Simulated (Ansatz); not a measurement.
Start from BaSnO3 in the cubic perovskite structure (space group Pm-3m, No. 221).

```yaml
crystal:
  lattice:
    - [4.13132, 0.00000, 0.00000]
    - [0.00000, 4.13132, 0.00000]
    - [0.00000, 0.00000, 4.13132]
  atoms:
    - { symbol: Ba, position: [0.00000, 0.00000, 0.00000] }
    - { symbol: Sn, position: [0.50000, 0.50000, 0.50000] }
    - { symbol: O, position: [0.00000, 0.50000, 0.50000] }
    - { symbol: O, position: [0.50000, 0.50000, 0.00000] }
    - { symbol: O, position: [0.50000, 0.00000, 0.50000] }
```

Calculations: Kohn–Sham DFT with the r2SCAN functional, run in Ansatz (an electronic-structure program) with PAW and 500 eV plane waves, scalar-relativistic without spin-orbit coupling.

For the base:

The gap character is indirect, R → Γ and the gap between the host's bands is 1.56 eV.

Now apply this change: electron doping at 7.0×10^21 cm⁻³ (0.494 per cell), with a uniform compensating background at fixed cell and a 300 K Fermi–Dirac width.

Q: Predict the new gap character.

A: The gap character remains indirect, R → Γ.

Q: Estimate the effect on the Fermi level from band edge.

A: The Fermi level relative to the doped band's edge (positive inside the band; to 0.05 eV) amounts to +3.35 eV.

Q: How does this affect the gap between the host's bands?

A: The gap between the host's bands increases by 0.25 eV to 1.81 eV.

Charged cell with a jellium background: band edges are those of the host's band count, energies are not comparable with the neutral cell, and many-body gap narrowing is missing. No phonon test of stability was made.
